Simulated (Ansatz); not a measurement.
# F (C2/c)

All numbers below come from Ansatz 0.2.0, DFT PBEsol, scalar-relativistic, plane waves, PAW.

Settings: cutoff 420 eV, Γ-centred mesh 8×8×4 on the computed 4-atom cell, Gaussian smearing of 0.02 eV; no spin polarisation.

The structure is relaxed at this level of theory with its symmetry kept.

```yaml
crystal:
  lattice:
    - [3.01000, -1.78866, 0.18368]
    - [3.01000, 1.78866, 0.18368]
    - [-1.19507, 0.00000, 6.68170]
  atoms:
    - { symbol: F, position: [0.92110, 0.58585, 0.09400] }
    - { symbol: F, position: [0.41415, 0.07890, 0.40600] }
    - { symbol: F, position: [0.07890, 0.41415, 0.90600] }
    - { symbol: F, position: [0.58585, 0.92110, 0.59400] }
```

* Space group: C2/c (No. 15)
* Volume per atom: 122.7 bohr³
* Formation energy from the elements' standard states (uncorrected): -0.016 eV/atom
* Kohn–Sham band gap: 3.17 eV, indirect from Y2 to Γ
* Löwdin character of the top 1 eV of the valence band: F 2p 100 %
* Löwdin character of the lowest 1 eV of the conduction band: F 2p 95 %
* Electron masses at the edge by Cartesian direction of the computed cell, whose vectors are (3.010, -1.789, 0.184), (3.010, 1.789, 0.184), (-1.195, 0.000, 6.682) Å (m_e; degenerate bands sorted by energy; no spin-orbit coupling): x: 7.4; y: 7.0; z: 2.0
* Hole masses at the edge by Cartesian direction of the computed cell, whose vectors are (3.010, -1.789, 0.184), (3.010, 1.789, 0.184), (-1.195, 0.000, 6.682) Å (m_e; degenerate bands sorted by energy; no spin-orbit coupling): x: over 30; y: over 30; z: 3.3
* Bader charges (e): F (4 in the cell) 0.00

Each cell of F holds molecules, and where no dispersion correction was added their binding is poorly described.

Cost: 8 runs of about 3.7 core-minutes in all, on Arm Neoverse V2 (shared hosts).